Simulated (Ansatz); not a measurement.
**AgCl: stress in a strained cell**

AgCl is deformed so: equal xx and yy strain of +2 %. What stress and forces result, by LAPW, PAW and all-electron datasets made for the crystal?

Computed with Ansatz 0.2.0 (DFT PBE, scalar-relativistic, unless a step's input says otherwise).

### Step 1. Starting point

Symmetry: Fm-3m, No. 225, cubic system. The conventional cell has a = 5.546 Å, b = 5.546 Å, c = 5.546 Å, α = 90.00°, β = 90.00°, γ = 90.00°. Around Ag (site symmetry m-3m) lie 6 Cl at 2.77 Å. Cl (site symmetry m-3m) is surrounded by 6 Ag at 2.77 Å.

Structure file:

```
CELL_PARAMETERS angstrom
0.00000 2.77315 2.77315
2.77315 0.00000 2.77315
2.77315 2.77315 0.00000
ATOMIC_POSITIONS crystal
Ag 0.50000 0.50000 0.50000
Cl 0.00000 0.00000 0.00000
```

Atoms are numbered in the order of the input: Ag1, Cl2.

### Step 2. After the deformation

Space group Fm-3m before, I4/mmm after.

### Step 3. LAPW, all electrons

File input.yaml:

```yaml
crystal:
  lattice:
    - [0.0, 2.828613, 2.77315]
    - [2.828613, 0.0, 2.77315]
    - [2.828613, 2.828613, 0.0]
  atoms:
    - { symbol: Ag, position: [0.5, 0.5, 0.5] }
    - { symbol: Cl, position: [0.0, 0.0, 0.0] }
kpoints:
  mp_grid: { grid: [8, 8, 8] }
  band_path:
    path:
      - [0.0, 0.0, 0.0]
      - [0.0, 0.5, 0.5]
      - [0.25, 0.75, 0.5]
      - [0.0, 0.5, 0.0]
      - [0.0, 0.0, 0.0]
      - [0.5, 0.5, 0.0]
      - [0.38005, 0.61995, 0.0]
      - [-0.38005, 0.38005, 0.0]
      - [0.0, 0.0, 0.0]
    npoints: 5
scf:
  occupations: { method: fermi_dirac, width: 0.02 }
hamiltonian:
  xc: pbe
  pseudopotentials: { kind: all_electron, lapw: { basis_error: 0.0005 } }
output:
  forces: true
  stress: true
  eigenvalues: true
```

Command:

```sh
$ ansatz run input.yaml --threads 1 --pin off --max-ram 3072MiB --backend cpu --events-out ev --progress --plain --runs-dir out
```

### Step 4. PAW with frozen cores

File input.yaml:

```yaml
crystal:
  lattice:
    - [0.0, 2.828613, 2.77315]
    - [2.828613, 0.0, 2.77315]
    - [2.828613, 2.828613, 0.0]
  atoms:
    - { symbol: Ag, position: [0.5, 0.5, 0.5] }
    - { symbol: Cl, position: [0.0, 0.0, 0.0] }
kpoints:
  mp_grid: { grid: [8, 8, 8] }
scf:
  occupations: { method: fermi_dirac, width: 0.02 }
hamiltonian:
  xc: pbe
  pseudopotentials: { kind: paw }
output:
  forces: true
  stress: true
  eigenvalues: true
  efg: { contact_densities: true }
```

### Step 5. Datasets made for this crystal

input.yaml: that of step 4 with these lines changed.

```diff
@@ -14,3 +14,3 @@
   xc: pbe
-  pseudopotentials: { kind: paw }
+  pseudopotentials: { kind: all_electron, datasets: crystal }
 output:
```

(Steps that only read results are left out.)

Q: Predict the outcome of this session. Wanted: pressure; largest shear or deviatoric stress.

As calculated:

| quantity | value |
| --- | --- |
| pressure | LAPW -0.16, PAW -0.16, crystal datasets -0.15 GPa |
| largest shear or deviatoric stress (LAPW) | 0.19 GPa |

**Reading.** The largest part of the stress beyond the pressure is 0.19 GPa in size, in the zz component; the atoms are carried along and not relaxed. No run of the undeformed cell stands beside it, so the pressure holds what the given cell had before the change. PAW: stress within 0.01 GPa of LAPW. Crystal datasets: stress within 0.01 GPa of LAPW.
